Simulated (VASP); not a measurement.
Crystal: Rh.

```
CELL_PARAMETERS angstrom
0.00000 1.89785 1.89785
1.89785 0.00000 1.89785
1.89785 1.89785 0.00000
ATOMIC_POSITIONS crystal
Rh 0.00000 0.00000 0.00000
```

| Quantity | Value |
| --- | --- |
| Program | VASP 6.6.1 |
| Task | relaxation of cell and atoms |
| Functional | RPBE |
| Dispersion | D4 |
| Potentials or basis | VASP PAW PBE potentials, release 54 (Rh) |
| Cutoff | 580 eV |
| k mesh | 12 × 12 × 12 |
| Occupations | methfessel-paxton, width 0.2 eV |
| Spin | no spin polarisation |
| Hubbard terms | Rh d U = 4 eV |

At the start: pressure -18.4 GPa; volume 13.67 Å³/atom.

**Question.** How do energy, volume and symmetry change on relaxing?

**Answer.** Over 5 steps the energy falls by 60.9 meV/atom and the volume is 12.68 Å³/atom (-7.2 %); space group Fm-3m (No. 225, to 0.05 Å).

Step by step:
| step | energy change (eV) | largest force (eV/Å) | pressure (GPa) | volume (Å³) |
| --- | --- | --- | --- | --- |
| 1 | 0.0000 | 0.0000 | -18.38 | 13.67 |
| 2 | 0.3036 | 0.0000 | 72.34 | 10.80 |
| 3 | -0.0607 | 0.0000 | -1.24 | 12.74 |
| 4 | -0.0609 | 0.0000 | -0.30 | 12.70 |
| 5 | -0.0609 | 0.0000 | 0.15 | 12.68 |

Final structure:
```
CELL_PARAMETERS angstrom
0.00000 1.85102 1.85102
1.85102 0.00000 1.85102
1.85102 1.85102 0.00000
ATOMIC_POSITIONS crystal
Rh 0.00000 0.00000 0.00000
```

Caveat: the PAW data sets were made with another functional, which shifts forces and pressure a little; U without spin polarisation on a metal has little footing; pairwise dispersion overbinds metals, which lowers pressure and volume; the U is typed as a test and isn't derived for this compound.
